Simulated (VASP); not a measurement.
Write the native input for VASP 6.6.1 that does the following.

| Item | Value |
| --- | --- |
| Task | relaxation of cell and atoms |
| Functional | rev-vdW-DF2 |
| Potentials or basis | VASP PAW PBE potentials, release 64 (Si) |
| Cutoff | 600 eV |
| k mesh | 8 × 8 × 10 |
| Occupations | fermi-dirac, width 0.05 eV |
| Spin | no spin polarisation |
| Further INCAR settings | ALGO = Fast; EDIFF = 1e-06; IBRION = 2; EDIFFG = -0.02; NSW = 60; ISIF = 3 |

The structure of Si lies in POSCAR:

```
Si
1.0
    4.1209500000      0.0000000000      0.0000000000
   -2.0604700000      3.5688500000      0.0000000000
    0.0000000000      0.0000000000      2.6547900000
Si
2
Direct
    0.3333300000      0.6666700000      0.5000000000
    0.6666700000      0.3333300000      0.5000000000
```

The cell was built by a generator and needn't be a form met in nature.

One way to write it, as run:

INCAR

```
  PREC = Accurate
  ENCUT = 600
  EDIFF = 1E-6
  ISMEAR = -1
  SIGMA = 0.05
  LREAL = False
  LASPH = True
  NELM = 100
  ALGO = Fast
  ISIF = 3
  LWAVE = False
  LCHARG = False
  GGA = MK
  LUSE_VDW = True
  AGGAC = 0.0
  PARAM1 = 0.1234
  PARAM2 = 0.711357
  ZAB_VDW = -1.8867
  IBRION = 2
  NSW = 60
  EDIFFG = -0.02
```

KPOINTS

```
regular mesh
0
Gamma
  8 8 10
```

Potentials or basis: VASP PAW PBE potentials, release 64 (Si).

Launch:

```sh
$ cat potpaw_PBE.64/Si/POTCAR > POTCAR
$ mpirun -np 1 vasp_std > vasp.out
```

It gave:

The relaxed volume is 19.44 Å³/atom and the relaxed cell is a = 4.114 Å, b = 4.114 Å, c = 2.653 Å, α = 90.00°, β = 90.00°, γ = 120.00°. The space group after relaxing (to 0.05 Å) is P6/mmm (No. 191) and the energy gained by relaxing is 0.0 meV/atom. The ionic steps are 2 and the pressure after relaxing is 0.1 GPa. The band gap on the k mesh is none (metal or under the smearing width).

Caveat: the PAW data sets were made with another functional, which shifts forces and pressure a little.

It took 3.1 min on 1 thread of AMD EPYC 7571, with other jobs on the host, peak memory 0.37 GiB.
